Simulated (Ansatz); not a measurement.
A run of Ansatz 0.2.0:

File input.yaml:

```yaml
crystal:
  lattice:
    - [0.0, 3.2735, 3.2735]
    - [3.2735, 0.0, 3.2735]
    - [3.2735, 3.2735, 0.0]
  atoms:
    - { symbol: S, position: [0.0, 0.0, 0.0] }
    - { symbol: Na, position: [0.75, 0.75, 0.75] }
    - { symbol: Na, position: [0.25, 0.25, 0.25] }
kpoints:
  mp_grid: { grid: [7, 7, 7] }
scf:
  occupations: { method: fermi_dirac, width: 0.05 }
hamiltonian:
  xc: pbesol
  pseudopotentials: { kind: all_electron, lapw: { basis_error: 0.002 } }
output:
  forces: true
  stress: true
relax:
  f_tol: 0.01
  max_steps: 60
  cell: { p_target: 5 }
```

Potentials or basis: all-electron LAPW, scalar-relativistic.

Command:

```bash
$ ansatz run input.yaml --threads 2 --pin off --max-ram 8192MiB --backend cpu --events-out ev --progress --plain --runs-dir out
```

Hardware: 2 threads of Intel(R) Xeon(R) Platinum 8488C (Sapphire Rapids), on a shared host.

Question: Estimate the wall time of this run.

Answer: Run time: 4.6 s on 2 threads of Intel(R) Xeon(R) Platinum 8488C (Sapphire Rapids), on a shared host, peak memory 0.3 GiB. Counts: scf iterations 21, plane waves 307, k points 20, bands 20, ion steps 5.
